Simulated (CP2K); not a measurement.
Runs of CP2K 2026.2 on BN. It takes space group R3m (No. 160, trigonal). The conventional cell has a = 2.502 Å, b = 2.502 Å, c = 10.119 Å, α = 90.00°, β = 90.00°, γ = 120.00°. Around N (site symmetry 3m) lie 3 B at 1.44 Å. B (site symmetry 3m) has 3 N at 1.44 Å as nearest neighbours. The cell is a database's computed one.

```csv
task,level,potentials or basis,smearing,EPS_DEFAULT,NGRIDS,CUTOFF of the grids,points a segment of the path (NPOINTS),bands added on the path,gap on the mesh (eV),pressure (GPa),largest force (eV/Å)
single point,PBEsol,"POTENTIAL_UZH N GTH-PBE-q5, B GTH-PBE-q3; TZVP-MOLOPT-PBE-GTH basis",fermi-dirac 0.05 eV,1.0E-10,4,450 Ry,-,-,4.17,2.7,0.01
band structure,PBEsol,"POTENTIAL_UZH N GTH-PBE-q5, B GTH-PBE-q3; TZVP-MOLOPT-PBE-GTH basis",fermi-dirac 0.05 eV,1.0E-9,4,450 Ry,6,4,4.17,2.7,0.01
band structure,LDA,"GTH_POTENTIALS N GTH-PADE-q5, B GTH-PADE-q3; TZVP-MOLOPT-PBE-GTH basis",fermi-dirac 0.05 eV,1.0E-9,4,450 Ry,10,2,4.10,-4.4,-
band structure,r2SCAN,"POTENTIAL_UZH N GTH-SCAN-q5, B GTH-SCAN-q3; TZVP-MOLOPT-SCAN-GTH basis",fermi-dirac 0.1 eV,1.0E-9,5,675 Ry,8,4,(a),(b),0.02
band structure,TB-mBJ,"POTENTIAL_UZH N GTH-PBE-q5, B GTH-PBE-q3; TZVP-MOLOPT-PBE-GTH basis",fermi-dirac 0.05 eV,1.0E-9,4,675 Ry,10,2,4.91,-,-
```

Alike in all rows: no spin polarisation; cell as given; k mesh 12 × 12 × 12.

Problem. Fill in the values left out.

Solution. (a) 4.83; (b) -0.8.

Caveats: the basis of atomic orbitals isn't converged, which shifts pressures, moduli and gaps; the potentials were made for another functional, which shifts forces and pressure (some runs); this is a model potential without an energy functional, so only levels have meaning (some runs).

A k mesh can miss the band edges.
